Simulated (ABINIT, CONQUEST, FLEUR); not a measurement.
# The band gap of SnSe, sorted by core time

**What was measured.** The band gap of SnSe (Pnma) is reported as 0.83 eV at 295 K (pmc:9284162, doi:10.1002/advs.202103720). The runs below try to reproduce it.

```cif
data_structure
_symmetry_space_group_name_H-M 'Pnma'
_symmetry_Int_Tables_number 62
_cell_length_a 11.4200
_cell_length_b 4.1900
_cell_length_c 4.4600
_cell_angle_alpha 90.000
_cell_angle_beta 90.000
_cell_angle_gamma 90.000
_cell_volume 213.41
loop_
_atom_site_label
_atom_site_type_symbol
_atom_site_symmetry_multiplicity
_atom_site_Wyckoff_symbol
_atom_site_fract_x
_atom_site_fract_y
_atom_site_fract_z
_atom_site_occupancy
Sn1 Sn 4 c 0.87700 0.75000 0.90900 1
Se1 Se 4 c 0.64300 0.75000 0.98400 1
```

| rung | level | program and potentials | cutoff (eV) | k mesh | smearing | task | core time | chip | band gap (eV) | miss (eV) | notes |
| --- | --- | --- | --- | --- | --- | --- | --- | --- | --- | --- | --- |
| GGA | PBE | CONQUEST, PseudoDojo NC PBE, SZP, grid cutoff 120 Ha | - | 4 × 4 × 2 | fermi-dirac 0.05 | single point | 28 s | AMD EPYC 9R45 Zen 5 | 1.05 | +0.22 | atomic basis; 15 valence electrons an atom on average; mesh may miss the edge |
| LDA | PZ | FLEUR, all-electron, FLAPW | - | 3 × 6 × 6 | fermi-dirac 0.05 | band structure | 13 min | Arm Neoverse V2 | 0.47 | -0.36 | - |
| GGA | WC | FLEUR, all-electron, FLAPW | - | 3 × 6 × 6 | fermi-dirac 0.05 | band structure | 16 min | Arm Neoverse V1 | 0.48 | -0.35 | - |
| GGA | PBE | ABINIT, JTH PAW PBE v2.0 | 599 | 3 × 5 × 5 | fermi-dirac 0.05 | band structure | 16 min | AMD EPYC 9R45 Zen 5 | 0.55 | -0.28 | 10 valence electrons an atom on average; from the band path |
| LDA | LDA | ABINIT, JTH PAW LDA v2.0 | 599 | 3 × 5 × 5 | fermi-dirac 0.05 | band structure | 16 min | AMD EPYC 9R45 Zen 5 | 0.49 | -0.34 | 10 valence electrons an atom on average; from the band path |
| GGA | revPBE | FLEUR, all-electron, FLAPW | - | 3 × 6 × 6 | fermi-dirac 0.05 | band structure | 17 min | Arm Neoverse V2 | 0.57 | -0.26 | - |
| GGA | PBEsol | FLEUR, all-electron, FLAPW | - | 3 × 6 × 6 | fermi-dirac 0.05 | band structure | 28 min | Arm Neoverse V2 | 0.48 | -0.35 | - |
| GGA | RPBE | FLEUR, all-electron, FLAPW | - | 3 × 6 × 6 | fermi-dirac 0.05 | band structure | 29 min | Arm Neoverse V2 | 0.64 | -0.19 | - |
| GGA | PBE | FLEUR, all-electron, FLAPW | - | 3 × 6 × 6 | fermi-dirac 0.05 | band structure | 33 min | Arm Neoverse V1 | 0.54 | -0.29 | - |
| LDA | Wigner | FLEUR, all-electron, FLAPW | - | 3 × 6 × 6 | fermi-dirac 0.05 | band structure | 35 min | Arm Neoverse V1 | 0.44 | -0.39 | - |
| GGA | PW91 | FLEUR, all-electron, FLAPW | - | 3 × 6 × 6 | fermi-dirac 0.05 | band structure | 38 min | Arm Neoverse V1 | 0.55 | -0.28 | - |
| LDA | LDA | FLEUR, all-electron, FLAPW | - | 3 × 6 × 6 | fermi-dirac 0.05 | band structure | 38 min | Arm Neoverse V1 | 0.48 | -0.35 | - |

Times are single runs on shared hosts and different chips, so they are rough; meshes, cutoffs and the tasks' sizes weigh on the time. All rows: no spin polarisation. Gaps are the least found on the k mesh or the band path, and a mesh can miss the band edges. Smearing widths are in eV. The cell comes from a database and isn't always the measured one. Meshes differ between rows, which moves values too. All levels ran on this one cell, unrelaxed unless noted. Meshes are those of the run's cell of 8 atoms unless a note names another. Misses use the values as printed. Runs on faulty files, with rough fits or with known faults for this quantity aren't shown. No row holds spin-orbit coupling.

By rung: LDA 0.44 to 0.49; GGA 0.48 to 0.64; GGA in atomic bases 1.05 (eV). Measured: 0.83 eV at 295 K (pmc:9284162, doi:10.1002/advs.202103720). Closest, coarse meshes and atomic bases left aside, is RPBE (-0.19 eV), and PBE misses by -0.29 eV on plain settings. LDA and GGA gaps fall short mostly because these functionals lack the derivative discontinuity; the runs are for a static lattice, while measurements hold temperature and zero-point motion; rows without SOC leave out spin-orbit coupling, which moves the band edges where heavy atoms are present.
